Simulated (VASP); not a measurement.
Input of a VASP 6.6.1 run:

The input INCAR:

```
SYSTEM = Ru
  ALGO = Normal
  EDIFF = 1E-7
  EDIFFG = -0.002
  ENCUT = 520
  GGA = PE
  IBRION = 2
  ISIF = 3
  ISMEAR = 0
  LASPH = .TRUE.
  LCHARG = .FALSE.
  LREAL = .FALSE.
  LWAVE = .FALSE.
  NELM = 80
  NSW = 80
  PREC = Accurate
  SIGMA = 0.3
```

KPOINTS

```
k-points
0
G
  18 18 10
  0 0 0
```

POSCAR

```
Ru
1.0
    2.7058000000      0.0000000000      0.0000000000
   -1.3529000000      2.3432915400      0.0000000000
    0.0000000000      0.0000000000      4.2819000000
Ru
2
Direct
    0.3333333300      0.6666666700      0.2500000000
    0.6666666700      0.3333333300      0.7500000000
```

Potentials or basis: VASP PAW PBE potentials, release 64 (Ru_pv).

Command:

```console
$ cat potpaw_PBE.64/Ru_pv/POTCAR > POTCAR
$ mpirun -np 1 vasp_std > vasp.out
```

(1) What does it give for the relaxed cell?

(2) What does it give for the relaxed volume?

Answers

(1) a = 2.721 Å, b = 2.721 Å, c = 4.295 Å, α = 90.00°, β = 90.00°, γ = 120.00°.

(2) 13.77 Å³/atom.
